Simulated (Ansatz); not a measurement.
The calculation used Ansatz, DFT PBE, scalar-relativistic, plane waves, PAW. Settings: cutoff 420 eV, Γ-centred meshes spaced at most about 0.3 Å⁻¹ (2π included), Gaussian smearing. No spin polarisation in the final relaxations.

These are static total energies at zero pressure.

Two forms of SiO2 were relaxed alike.

A.

```
Si O
1.0
    -2.84096    2.84096    5.65552
     2.84096   -2.84096    5.65552
     2.84096    2.84096   -5.65552
Si O
4 8
Cartesian
  2.0558 -1.4205 7.0694
  -1.4205 2.0558 4.2416
  4.2614 0.7852 -1.4139
  0.7852 4.2614 1.4139
  4.0816 1.2407 2.8278
  1.2407 -1.2407 5.6555
  0.0000 0.0000 1.3175
  0.0000 2.8410 1.5103
  0.0000 0.0000 9.9935
  0.0000 2.8410 4.1453
  -1.2407 1.2407 5.6555
  1.6003 -1.2407 2.8278
```

B.

```
Si O
1.0
     5.10581    0.00000    0.00000
    -2.55291    4.42176    0.00000
     0.00000    0.00000    5.58530
Si O
3 6
Direct
  0.00000 0.50000 0.83333
  0.50000 0.50000 0.16667
  0.50000 0.00000 0.50000
  0.79193 0.58385 0.00000
  0.20807 0.41615 0.00000
  0.79193 0.20807 0.66667
  0.20807 0.79193 0.66667
  0.41615 0.20807 0.33333
  0.58385 0.79193 0.33333
```

**Question.** Which form is favoured at zero pressure, and by what margin per atom?

**Answer.** B is lower, by 135 meV/atom. A has space group I4_122 (No. 98), 15.2 Å³/atom and a gap of 4.84 eV on its mesh; B has space group P6_422 (No. 181), 14.0 Å³/atom and a gap of 5.55 eV. The denser one is the lower, and pressure would at first widen the difference. In A, around Si lie 4 O at 1.63–1.64 Å; around O on its first site lie 2 Si at 1.64 Å; O on its second site is surrounded by 2 Si at 1.63 Å. In B, Si has 4 O at 1.62 Å; O is surrounded by 2 Si at 1.62 Å. Both come from invented guesses. The part of the Crystallography Open Database at hand lists SiO2 in space groups No. 1, 3, 5, 6, 7 and others; no cell shown has one of them.

Kohn–Sham gaps at this level usually fall short of measured ones. Cells relaxed within their symmetry can be saddle points; a later kick test found a lower structure for SiO2 I4_122.
